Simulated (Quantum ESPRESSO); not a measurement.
ZrC: zone-centre phonons under several settings

```
Zr C
1.0
     0.00000    2.36500    2.36500
     2.36500    0.00000    2.36500
     2.36500    2.36500    0.00000
Zr C
1 1
Direct
  0.50000 0.50000 0.50000
  0.00000 0.00000 0.00000
```

All runs used Quantum ESPRESSO 7.5; k mesh 10 × 10 × 10; relaxed cell; no spin polarisation; cutoff 612 eV; occupations cold, width 0.2 eV.

```csv
level,potentials,volume (Å³/atom),lowest optical mode without the field (cm⁻¹)
LDA,GBRV 1.5 LDA,12.50,459
PBE,GBRV 1.5 PBE,13.04,420
PBEsol,GBRV 1.5 PBEsol,12.72,450
AM05,GBRV 1.5 PBE,12.71,454
WC,GBRV 1.5 PBE,12.79,445
BLYP,GBRV 1.5 PBE,?,?
vdW-DF-cx,GBRV 1.5 PBE,12.81,446
```

Task: What stands in the row left open?

Result: Volume 13.50 Å³/atom; lowest optical mode without the field 369 cm⁻¹.

Caveats: the potentials were made for another functional, which shifts forces and pressure (some runs).

For the row left open. Caveat: the potentials were made for another functional, which shifts forces and pressure.
